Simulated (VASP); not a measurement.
# SnTe2 (R-3m) in VASP: a series of runs, part 2 of 2

VASP 6.6.1.

### 4 Single point, r2SCAN

Input file POSCAR:

```
SnTe2
1.0
    2.0883103896      1.2056865656      6.2909642815
   -2.0883103896      1.2056865656      6.2909642815
    0.0000000000     -2.4113731312      6.2909642815
Sn Te
1 2
Direct
    0.0000000000      0.0000000000      0.0000000000
    0.2413664391      0.2413664391      0.2413664391
    0.7586335609      0.7586335609      0.7586335609
```

Input file INCAR.step1:

```
PREC = Accurate
ENCUT = 520
ISMEAR = -1
SIGMA = 0.02
LREAL = False
LASPH = True
NELM = 100
NBANDS = 20
GGA = PE
ALGO = Normal
EDIFF = 1E-4
LWAVE = True
LCHARG = False
```

Input file INCAR.step2:

```
PREC = Accurate
ENCUT = 520
EDIFF = 1E-6
ISMEAR = -1
SIGMA = 0.02
LREAL = False
LASPH = True
NELM = 100
ALGO = Normal
ISIF = 2
LWAVE = False
LCHARG = True
METAGGA = R2SCAN
LMIXTAU = True
LELF = True
LVHAR = True
NBANDS = 20
ISTART = 1
```

Input file KPOINTS:

```
Automatic mesh
0
Gamma
  6 6 6
```

Potentials or basis: VASP PAW PBE potentials, release 64 (Sn_d, Te).

Launch:

```console
$ cat potpaw_PBE.64/Sn_d/POTCAR potpaw_PBE.64/Te/POTCAR > POTCAR
$ cp INCAR.step1 INCAR
$ mpirun -np 1 vasp_std > vasp.out
$ cp INCAR.step2 INCAR
$ mpirun -np 1 vasp_std > vasp.out
```

OUTCAR:

```text
PREC = Accurate
   ENCUT = 520
   EDIFF = 1E-6
   ISMEAR = -1
   LREAL = False
   LASPH = True
   NELM = 100
   ISIF = 2
   METAGGA = R2SCAN
   ISTART = 1

 ion  position               nearest neighbor table
   1  0.000  0.000  0.000-   3 2.97   3 2.97   2 2.97   2 2.97   3 2.97   2 2.97
   2  0.241  0.241  0.241-   1 2.97   1 2.97   1 2.97
   3  0.759  0.759  0.759-   1 2.97   1 2.97   1 2.97

  LATTYP: Found a trigonal (rhomboedric) cell.
 ALAT       =     6.7372807548
 COS(alpha) =     0.8078453923

  Lattice vectors:

 A1 = (   2.0883103896,   1.2056865656,   6.2909642815)
 A2 = (  -2.0883103896,   1.2056865656,   6.2909642815)
 A3 = (   0.0000000000,  -2.4113731312,   6.2909642815)

Analysis of symmetry for initial positions (statically):
=====================================================================
 Subroutine PRICEL returns:
 Original cell was already a primitive cell.

 Routine SETGRP: Setting up the symmetry group for a
 trigonal (rhombohedral) supercell.

 Subroutine GETGRP returns: Found 12 space group operations
 (whereof 12 operations were pure point group operations)
 out of a pool of 12 trial point group operations.

The static configuration has the point symmetry D_3d.

Analysis of symmetry for dynamics (positions and initial velocities):
=====================================================================
 Subroutine PRICEL returns:
 Original cell was already a primitive cell.

 Routine SETGRP: Setting up the symmetry group for a
 trigonal (rhombohedral) supercell.

 Subroutine GETGRP returns: Found 12 space group operations
 (whereof 12 operations were pure point group operations)
 out of a pool of 12 trial point group operations.

The dynamic configuration has the point symmetry D_3d.

 Subroutine INISYM returns: Found 12 space group operations
 (whereof 12 operations are pure point group operations),
 and found     1 'primitive' translations
[... 112 lines left out ...]
   ISMEAR =    -1;   SIGMA  =   0.02  broadening in eV -4-tet -1-fermi 0-gaus
   EFERMI_NEDOS =   21; number of points for ismear=-14 and -15
   IALGO  =     38    algorithm
   IMIX   =      4    mixing-type and parameters
     AMIX     =   0.40;   BMIX     =  1.00
     AMIX_MAG =   1.60;   BMIX_MAG =  1.00
  volume/ion in A,a.u.               =      31.68       213.78
  Fermi-wavevector in a.u.,A,eV,Ry     =   1.062755  2.008316 15.367086  1.129449
  Thomas-Fermi vector in A             =   2.198217
   LORBIT       =      0    0 simple, 1 ext, 2 COOP (PROOUT), +10 PAW based schemes
   METAGGA = R2SCAN    functional components
   LHFCALC =     F    Hartree Fock is set to
   AEXX    =    0.0000 exact exchange contribution
   IVDW    =     0    specifies the selected vdW correction
   LEPSILON=     F    determine dielectric tensor
   LRPA    =     F    only Hartree local field effects (RPA)
 non-spin polarized calculation
  energy-cutoff  :      520.00
  volume of cell :       95.04
 maximum number of plane-waves:      2591
   NGX = 25   NGY = 25   NGZ = 25

 number of electron      26.0000003 magnetization

 Free energy of the ion-electron system (eV)
  ---------------------------------------------------
  ext. energy  EPLUGINS =         0.00000000
  ---------------------------------------------------
  free energy    TOTEN  =       -75.92338550 eV

  energy without entropy =      -75.92212067  energy(sigma->0) =      -75.92275309

 E-fermi :   5.9322     XC(G=0):  -9.8888

 val. band max:        5.9002048286   @ k =   0.0000   0.0000   0.0000
 cond. band min:       5.9742439167   @ k =   0.3333   0.3333   0.0000
 fundamental gap:      0.0740390881
 Fermi energy:         5.9321595787

 k-point     1 :       0.0000    0.0000    0.0000
  band No.  band energies     occupation
      1     -16.3185      2.00000
      2     -16.3185      2.00000
      3     -16.2851      2.00000
      4     -16.2806      2.00000
      5     -16.2806      2.00000
      6      -7.0855      2.00000
[... 541 lines left out ...]
     19      13.7667      0.00000
     20      15.1076      0.00000

 [... further k-points ...]

------------------------ aborting loop because EDIFF is reached ----------------------------------------

  FORCE on cell =-STRESS in cart. coord.  units (eV):
  Direction    XX          YY          ZZ          XY          YZ          ZX
  --------------------------------------------------------------------------------------
  -------------------------------------------------------------------------------------
  Total        0.5830213      0.5830213      0.5326960      0.0000000      0.0000000     -0.0000000
  in kB        9.8287217      9.8287217      8.9803260      0.0000000      0.0000000     -0.0000000
  external PRESSURE =       9.5459231 kB  Pullay stress =       0.0000000 kB

 VOLUME and BASIS-vectors are now :
 -----------------------------------------------------------------------------
  energy-cutoff  :      520.00
  volume of cell :       95.04
      direct lattice vectors                 reciprocal lattice vectors
     2.088310390  1.205686566  6.290964281     0.239428010  0.138233826  0.052986048
    -2.088310390  1.205686566  6.290964281    -0.239428010  0.138233826  0.052986048
     0.000000000 -2.411373131  6.290964281     0.000000000 -0.276467652  0.052986048

 POSITION                                       TOTAL-FORCE (eV/Angst)
 -----------------------------------------------------------------------------------
      0.00000      0.00000      0.00000         0.000000      0.000000     -0.000000
      0.00000      0.00000      4.55528         0.000000      0.000000      0.010597
      0.00000      0.00000     14.31761         0.000000     -0.000000     -0.010597
 -----------------------------------------------------------------------------------
    total drift:                               -0.000000      0.000000      0.000000

  FREE ENERGIE OF THE ION-ELECTRON SYSTEM (eV)
  ---------------------------------------------------
  free  energy   TOTEN  =       -75.9233855039 eV

  energy  without entropy=      -75.9221206740  energy(sigma->0) =      -75.92275309
```

OUTCAR.step1:

```text
PREC = Accurate
   ENCUT = 520
   ISMEAR = -1
   LREAL = False
   LASPH = True
   NELM = 100
[... 776 lines left out ...]
      0.00000      0.00000      0.00000         0.000000      0.000000     -0.000000
      0.00000      0.00000      4.55528        -0.000000      0.000000     -0.373785
      0.00000      0.00000     14.31761        -0.000000      0.000000      0.373785
 -----------------------------------------------------------------------------------
    total drift:                               -0.000000      0.000000      0.000000

  FREE ENERGIE OF THE ION-ELECTRON SYSTEM (eV)
  ---------------------------------------------------
  free  energy   TOTEN  =       -10.3601060976 eV

  energy  without entropy=      -10.3544330058  energy(sigma->0) =      -10.35726955
```

OSZICAR.step1:

```text
N       E                     dE             d eps       ncg     rms          rms(c)
DAV:   1     0.184260526734E+03    0.18426E+03   -0.11587E+04  1300   0.136E+03
DAV:   2     0.925507798398E+01   -0.17501E+03   -0.16846E+03  1368   0.339E+02
DAV:   3    -0.968075505686E+01   -0.18936E+02   -0.18494E+02  1564   0.102E+02
DAV:   4    -0.103834060515E+02   -0.70265E+00   -0.69961E+00  1532   0.204E+01
DAV:   5    -0.104091324100E+02   -0.25726E-01   -0.25724E-01  1768   0.407E+00    0.699E+00
DAV:   6    -0.103625796973E+02    0.46553E-01   -0.11518E-01  1624   0.345E+00    0.453E+00
DAV:   7    -0.103612562238E+02    0.13235E-02   -0.58929E-02  1556   0.181E+00    0.317E-01
DAV:   8    -0.103599270288E+02    0.13292E-02   -0.72598E-03  1524   0.825E-01    0.254E-01
DAV:   9    -0.103600869180E+02   -0.15989E-03   -0.76165E-04  1444   0.171E-01    0.620E-02
DAV:  10    -0.103601060976E+02   -0.19180E-04   -0.47288E-05   912   0.412E-02
   1 F= -.10360106E+02 E0= -.10357270E+02  d E =-.567309E-02
```

It took 4.6 min on 1 thread of Intel Xeon Platinum 8488C (Sapphire Rapids), shared host; peak memory 0.41 GiB.

Results:

```
Free energy            : -75.9234 eV
Pressure               : 1.0 GPa
Largest force          : 0.011 eV/Å
Band gap on the k mesh : none (metal or under the smearing width)
```

Forces on the atoms (eV/Å):
```
Sn   0.000  0.000  0.000
Te   0.000  0.000  0.011
Te   0.000  0.000 -0.011
```

Stress tensor (GPa, compression positive):
```
0.98 0.00 0.00
0.00 0.98 0.00
0.00 0.00 0.90
```

Caveat: the PAW data sets were made with another functional, which shifts forces and pressure a little. The run has no spin-orbit coupling, so splittings on Te are missing.
